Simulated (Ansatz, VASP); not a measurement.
## Two plane-wave programs on InPd

```
In Pd
1.0
     3.27188    0.00000    0.00000
     0.00000    3.27188    0.00000
     0.00000    0.00000    3.27188
In Pd
1 1
Cartesian
  0.0000 0.0000 0.0000
  1.6359 1.6359 1.6359
```

The cell comes from a database or a generator and needn't be the stable form of this composition.

Alike in both runs: task single point; functional PBE; k mesh 14 × 14 × 14; occupations gaussian, width 0.15 eV; no spin polarisation.

|  | VASP | Ansatz |
| --- | --- | --- |
| version | VASP 6.6.1 | Ansatz 0.2.0 |
| potentials or method | VASP PAW PBE potentials, release 64 (In_d, Pd) | scalar-relativistic, plane waves, PAW |
| plane-wave cutoff (eV) | 520 | 420 |
| valence electrons in the cell | 23 | 31 |

|  | VASP | Ansatz | Ansatz less VASP |
| --- | --- | --- | --- |
| gap on the k mesh at the Fermi level (eV) | none | none | - |
| pressure (GPa) | 3.7 | 3.7 | -0.03 |

A gap of «none» marks a metal or a gap that the smearing closes. The functional is the same, so the differences come from potentials, cutoffs and numerics. The two sets of potentials don't hold the same shells in valence.
